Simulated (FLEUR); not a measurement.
# KTaO3 (Pm-3m) in FLEUR: a series of runs

One crystal, KTaO3, is run at these levels: PBEsol; tasks: equation of state.

Program: FLEUR MaX-R8.1 (later development tree). These are calculated values, not measurements. Logs are shortened: lines on timing, memory, paths and dates and some standing lists are left out, and cuts for length are marked.

## (1) Starting point

It takes space group Pm-3m (No. 221, cubic). The conventional cell has a = 3.988 Å, b = 3.988 Å, c = 3.988 Å, α = 90.00°, β = 90.00°, γ = 90.00°. Around Ta (site symmetry m-3m) lie 6 O at 1.99 Å. Around K (site symmetry m-3m) lie 12 O at 2.82 Å. O (site symmetry 4/mmm) has 2 Ta at 1.99 Å as nearest neighbours.

## (2) Equation of state, PBEsol, 11.93 Å³/atom (volume scaled by 0.94)

Contents of inp.xml:

```xml
<?xml version="1.0" encoding="UTF-8" standalone="no"?>
<fleurInput fleurInputVersion="0.39">
   <comment>
      KTaO3                                                                                               
   </comment>
   <calculationSetup>
      <cutoffs Kmax="5.58" Gmax="17.3" GmaxXC="17.3" numbands="0"/>
      <scfLoop itmax="60" minDistance="0.00001" maxIterBroyd="15" imix="Anderson" alpha="0.05" precondParam="0.0" spinf="2.0" sdNocoIR="T"/>
      <coreElectrons ctail="T" frcor="F" kcrel="0" coretail_lmax="0"/>
      <xcFunctional name="PBEs" relativisticCorrections="F"/>
      <magnetism jspins="1"/>
      <soc l_soc="F" theta="0.0" phi="0.0" spav="F"/>
      <expertModes spex="0" secvar="F"/>
      <geometryOptimization l_f="F" forcealpha="1.0" forcemix="BFGS" epsdisp="0.0005" epsforce="0.0002"/>
      <ldaU l_linMix="F" mixParam="0.05" spinf="1.0"/>
   </calculationSetup>
   <cell>
      <bzIntegration valenceElectrons="54.0" mode="hist" fermiSmearingEnergy="0.00183747">
         <kPointListSelection listName="default-1"/>
         <!-- k-points included here -->
         <xi:include xmlns:xi="http://www.w3.org/2001/XInclude" href="kpts.xml"> </xi:include>
      </bzIntegration>
      <!-- symmetry operations included here -->
      <xi:include xmlns:xi="http://www.w3.org/2001/XInclude" href="sym.xml"> </xi:include>
      <bulkLattice scale="0.9795861087">
         <bravaisMatrix>
            <row-1>    7.5367947027421796     0.0000000000000000     0.0000000000000000</row-1>
            <row-2>    0.0000000000000000     7.5367947027421796     0.0000000000000000</row-2>
            <row-3>    0.0000000000000000     0.0000000000000000     7.5367947027421796</row-3>
         </bravaisMatrix>
      </bulkLattice>
   </cell>
[... 29 lines left out ...]
         <lo type="SCLO" l="3" n="4" eDeriv="2"/>
      </species>
      <species name="Oxygen (O)" element="O" atomicNumber="8">
         <mtSphere radius="1.29" gridPoints="441" logIncrement="0.024"/>
         <atomicCutoffs lmax="8" lnonsphr="8"/>
         <electronConfig flipSpins="F">
            <coreConfig>(1s1/2)</coreConfig>
            <valenceConfig>(2s1/2) (2p1/2) (2p3/2)</valenceConfig>
            <stateOccupation state="(2p1/2)" spinUp="0.666667" spinDown="0.666667"/>
            <stateOccupation state="(2p3/2)" spinUp="1.333333" spinDown="1.333333"/>
         </electronConfig>
         <energyParameters s="2" p="2" d="3" f="4"/>
         <lo type="SCLO" l="0" n="2" eDeriv="2"/>
         <lo type="SCLO" l="1" n="2" eDeriv="2"/>
         <lo type="SCLO" l="2" n="3" eDeriv="2"/>
      </species>
   </atomSpecies>
   <atomGroups>
      <atomGroup species="Tantalum (Ta)">
         <relPos label="                   1">.0000000000 .0000000000 .0000000000</relPos>
         <force calculate="T" relaxXYZ="TTT"/>
      </atomGroup>
      <atomGroup species="Potassium (K)">
         <relPos label="                   2">1.000/2.000 1.000/2.000 1.000/2.000</relPos>
         <force calculate="T" relaxXYZ="TTT"/>
      </atomGroup>
      <atomGroup species="Oxygen (O)">
         <relPos label="                   3">.0000000000 .0000000000 1.000/2.000</relPos>
         <relPos label="                   4">.0000000000 1.000/2.000 .0000000000</relPos>
         <relPos label="                   5">1.000/2.000 .0000000000 .0000000000</relPos>
         <force calculate="T" relaxXYZ="TTT"/>
      </atomGroup>
   </atomGroups>
   <output dos="F" band="F" slice="F">
      <checks vchk="F" cdinf="F"/>
      <bandDOS minEnergy="-.5*Htr" maxEnergy="0.5*Htr" sigma="0.015" storeEVData="T"/>
      <vacuumDOS vacdos="F" integ="F" star="F" nstars="0" locx1="0.0" locy1="0.0" locx2="0.0" locy2="0.0" nstm="0" tworkf="0.0"/>
      <unfoldingBand unfoldBand="F" supercellX="1" supercellY="1" supercellZ="1"/>
      <plotting iplot="0" polar="F">
         <plot TwoD="T" vec1="  1.0  0.0  0.0" vec2="  0.0  1.0  0.0" vec3="  0.0  0.0  1.0" zero="  0.0  0.0  0.0" file="plot"/>
      </plotting>
      <chargeDensitySlicing numkpt="0" minEigenval="0.0" maxEigenval="0.0" nnne="0" pallst="F"/>
      <specialOutput eonly="F"/>
      <moessbauerParams electricFieldGradient="T" isomerShift="T" coreHyperfine="T" valenceHyperfine="T"/>
      <magneticCircularDichroism mcd="F" energyLo="-10.0" energyUp="0.0"/>
   </output>
  <!-- We include the file relax.xml here to enable relaxations (see documentation) -->
  <xi:include xmlns:xi="http://www.w3.org/2001/XInclude" href="relax.xml"> <xi:fallback/> </xi:include>
</fleurInput>
```

Potentials or basis: all-electron, FLAPW.

Command:

```sh
$ inpgen -f crystal.txt -profile fastHighL
$ # inp.xml edited to the form shown
$ mpirun -n 4 fleur_MPI -pe_per_kpt 1
```

Output:

```text
Welcome to FLEUR        (www.flapw.de)
      MaX-Release 8.1          (www.max-centre.eu)

 ========== k-point set info ==========
 Selected k-point list: default-1
 k-point list type: mesh
 7 x 7 x 7
 Number of k points: 20

 ------------Calculation Setup---------------------------
 Number of MPI-tasks      :            4
 Number of PE/node        :            4
 Number of OMP-threads    :            1
 Using exactly            1  PE per kpt
 Using exactly            1  PE per kpt
 Using exactly            1  PE per kpt
 k-points in parallel     :            4
 pe's per k-point         :            1
 No of k-point loops      :            5
 Using exactly            1  PE per kpt
 Eigenvalue solver        :       lapack
 Number of basis functions:         1372
 Approximate size of matrices (H+S) per k-point:         0.028 GB
 --------------------------------------------------------
 Iteration:     1   Distance:      28.85393939 me/bohr^3
 Iteration:     2   Distance:      24.43867405 me/bohr^3
 Iteration:     3   Distance:       8.07336174 me/bohr^3
 Iteration:     4   Distance:       8.51162848 me/bohr^3
 Iteration:     5   Distance:       4.06002581 me/bohr^3
 Iteration:     6   Distance:       0.89679753 me/bohr^3
 Iteration:     7   Distance:       0.40313748 me/bohr^3
 Iteration:     8   Distance:       0.09508734 me/bohr^3
 Iteration:     9   Distance:       0.04852064 me/bohr^3
 Iteration:    10   Distance:       0.02545477 me/bohr^3
 Iteration:    11   Distance:       0.00575070 me/bohr^3
 Iteration:    12   Distance:       0.00275799 me/bohr^3
 Iteration:    13   Distance:       0.00087329 me/bohr^3
 Iteration:    14   Distance:       0.00140145 me/bohr^3
 Iteration:    15   Distance:       0.00015286 me/bohr^3
 Iteration:    16   Distance:       0.00012610 me/bohr^3
 Iteration:    17   Distance:       0.00004189 me/bohr^3
 Iteration:    18   Distance:       0.00001624 me/bohr^3
 Iteration:    19   Distance:       0.00000390 me/bohr^3

 ********************************************************************
 Run finished successfully
 Stop message:
   all done
 ********************************************************************
```

Run time: 1.7 min. Hardware: 4 MPI ranks of Intel Xeon Platinum 8259CL at 2.50GHz (Skylake/Cascade Lake), shared host.

What came out:

```
Free energy                                           : -447576.2154 eV
Band gap on the k mesh                                : 2.32 eV, indirect (least direct gap 2.82 eV)
Valence electrons inside the program's atomic spheres : Ta 23.44; K 7.70; O 4.12 (radii Ta 2.09, K 2.42, O 1.29 bohr)
```

Caveat: spin-orbit coupling is left out, which moves the levels of the heavy elements; an odd mesh through Γ misses points on the zone boundary, where band edges often lie.

## (3) Equation of state, PBEsol, 12.18 Å³/atom (volume scaled by 0.96)

Changes to inp.xml since step 2:

```diff
@@ -24,3 +24,3 @@
       <xi:include xmlns:xi="http://www.w3.org/2001/XInclude" href="sym.xml"> </xi:include>
-      <bulkLattice scale="0.9795861087">
+      <bulkLattice scale="0.9864848297">
          <bravaisMatrix>
```

Potentials or basis: all-electron, FLAPW.

Command:

```sh
$ inpgen -f crystal.txt -profile fastHighL
$ # inp.xml edited to the form shown
$ mpirun -n 4 fleur_MPI -pe_per_kpt 1
```

Run time: 1.7 min. Hardware: 4 MPI ranks of Intel Xeon Platinum 8259CL at 2.50GHz (Skylake/Cascade Lake), shared host.

Results (log left out):

```
Free energy                                           : -447576.3030 eV
Band gap on the k mesh                                : 2.28 eV, indirect (least direct gap 2.80 eV)
Valence electrons inside the program's atomic spheres : Ta 23.41; K 7.69; O 4.11 (radii Ta 2.09, K 2.42, O 1.29 bohr)
```

Caveat: spin-orbit coupling is left out, which moves the levels of the heavy elements; an odd mesh through Γ misses points on the zone boundary, where band edges often lie.

## (4) Equation of state, PBEsol, 12.43 Å³/atom (volume scaled by 0.98)

Changes to inp.xml since step 3:

```diff
@@ -24,3 +24,3 @@
       <xi:include xmlns:xi="http://www.w3.org/2001/XInclude" href="sym.xml"> </xi:include>
-      <bulkLattice scale="0.9864848297">
+      <bulkLattice scale="0.9932883884">
          <bravaisMatrix>
```

Command:

```sh
$ inpgen -f crystal.txt -profile fastHighL
$ # inp.xml edited to the form shown
$ mpirun -n 4 fleur_MPI -pe_per_kpt 1
```

Run time: 1.9 min. Hardware: 4 MPI ranks of Intel Xeon Platinum 8259CL at 2.50GHz (Skylake/Cascade Lake), shared host.

It converged, with:

```
Free energy                                           : -447576.3510 eV
Band gap on the k mesh                                : 2.24 eV, indirect (least direct gap 2.77 eV)
Valence electrons inside the program's atomic spheres : Ta 23.38; K 7.69; O 4.10 (radii Ta 2.09, K 2.42, O 1.29 bohr)
```

Caveat: spin-orbit coupling is left out, which moves the levels of the heavy elements; an odd mesh through Γ misses points on the zone boundary, where band edges often lie.

## (5) Equation of state, PBEsol, 12.69 Å³/atom

Changes to inp.xml since step 4:

```diff
@@ -24,3 +24,3 @@
       <xi:include xmlns:xi="http://www.w3.org/2001/XInclude" href="sym.xml"> </xi:include>
-      <bulkLattice scale="0.9932883884">
+      <bulkLattice scale="1.0000000000">
          <bravaisMatrix>
```

Command:

```sh
$ inpgen -f crystal.txt -profile fastHighL
$ # inp.xml edited to the form shown
$ mpirun -n 4 fleur_MPI -pe_per_kpt 1
```

Run time: 1.9 min. Hardware: 4 MPI ranks of Intel Xeon Platinum 8259CL at 2.50GHz (Skylake/Cascade Lake), shared host.

It converged, with:

```yaml
Free_energy: -447576.3644 eV
Band_gap_on_the_k_mesh: 2.20 eV, indirect (least direct gap 2.74 eV)
Valence_electrons_inside_the_program's_atomic_spheres: Ta 23.35; K 7.68; O 4.09 (radii Ta 2.09, K 2.42, O 1.29 bohr)
```

Caveat: spin-orbit coupling is left out, which moves the levels of the heavy elements; an odd mesh through Γ misses points on the zone boundary, where band edges often lie.

## (6) Equation of state, PBEsol, 12.94 Å³/atom (volume scaled by 1.02)

Changes to inp.xml since step 5:

```diff
@@ -24,3 +24,3 @@
       <xi:include xmlns:xi="http://www.w3.org/2001/XInclude" href="sym.xml"> </xi:include>
-      <bulkLattice scale="1.0000000000">
+      <bulkLattice scale="1.0066227096">
          <bravaisMatrix>
```

Potentials or basis: all-electron, FLAPW.

Command:

```sh
$ inpgen -f crystal.txt -profile fastHighL
$ # inp.xml edited to the form shown
$ mpirun -n 4 fleur_MPI -pe_per_kpt 1
```

Wall time 2.1 min (4 MPI ranks of Intel Xeon Platinum 8259CL at 2.50GHz (Skylake/Cascade Lake), shared host).

The run converged. Its results:

- Free energy: -447576.3456 eV
- Band gap on the k mesh: 2.15 eV, indirect (least direct gap 2.71 eV)
- Valence electrons inside the program's atomic spheres: Ta 23.32; K 7.67; O 4.08 (radii Ta 2.09, K 2.42, O 1.29 bohr)

Caveat: spin-orbit coupling is left out, which moves the levels of the heavy elements; an odd mesh through Γ misses points on the zone boundary, where band edges often lie.

## (7) Equation of state, PBEsol, 13.20 Å³/atom (volume scaled by 1.04)

Changes to inp.xml since step 6:

```diff
@@ -24,3 +24,3 @@
       <xi:include xmlns:xi="http://www.w3.org/2001/XInclude" href="sym.xml"> </xi:include>
-      <bulkLattice scale="1.0066227096">
+      <bulkLattice scale="1.0131594038">
          <bravaisMatrix>
```

Command:

```sh
$ inpgen -f crystal.txt -profile fastHighL
$ # inp.xml edited to the form shown
$ mpirun -n 4 fleur_MPI -pe_per_kpt 1
```

It took 2.2 min on 4 MPI ranks of Intel Xeon Platinum 8259CL at 2.50GHz (Skylake/Cascade Lake), shared host.

Results (log left out):

* Free energy: -447576.2992 eV
* Band gap on the k mesh: 2.11 eV, indirect (least direct gap 2.68 eV)
* Valence electrons inside the program's atomic spheres: Ta 23.29; K 7.66; O 4.07 (radii Ta 2.09, K 2.42, O 1.29 bohr)

Caveat: spin-orbit coupling is left out, which moves the levels of the heavy elements; an odd mesh through Γ misses points on the zone boundary, where band edges often lie.

## (8) Equation of state, PBEsol, 13.45 Å³/atom (volume scaled by 1.06)

Changes to inp.xml since step 7:

```diff
@@ -24,3 +24,3 @@
       <xi:include xmlns:xi="http://www.w3.org/2001/XInclude" href="sym.xml"> </xi:include>
-      <bulkLattice scale="1.0131594038">
+      <bulkLattice scale="1.0196128224">
          <bravaisMatrix>
```

Command:

```sh
$ inpgen -f crystal.txt -profile fastHighL
$ # inp.xml edited to the form shown
$ mpirun -n 4 fleur_MPI -pe_per_kpt 1
```

Run time: 2.3 min. Hardware: 4 MPI ranks of Intel Xeon Platinum 8259CL at 2.50GHz (Skylake/Cascade Lake), shared host.

Results (log left out):

| Property | Result |
| --- | --- |
| Free energy | -447576.2267 eV |
| Band gap on the k mesh | 2.07 eV, indirect (least direct gap 2.64 eV) |
| Valence electrons inside the program's atomic spheres | Ta 23.27; K 7.66; O 4.07 (radii Ta 2.09, K 2.42, O 1.29 bohr) |

Caveat: spin-orbit coupling is left out, which moves the levels of the heavy elements; an odd mesh through Γ misses points on the zone boundary, where band edges often lie.

## (9) Equation of state, PBEsol

Potentials or basis: all-electron, FLAPW.

No new run: the results of the series are fitted here.

What came out:

| Item | Value |
| --- | --- |
| Equilibrium volume | 12.66 Å³/atom |
| Bulk modulus | 201 GPa |
| Pressure derivative of the bulk modulus | 4.4 |

Energy against volume, from the lowest point:
```
volume (Å³/atom)  energy (meV/atom)
          11.927              29.81
          12.180              12.30
          12.434               2.68
          12.688               0.00
          12.942               3.77
          13.196              13.05
          13.449              27.55
```

The run has no spin-orbit coupling, so splittings on Ta are missing.
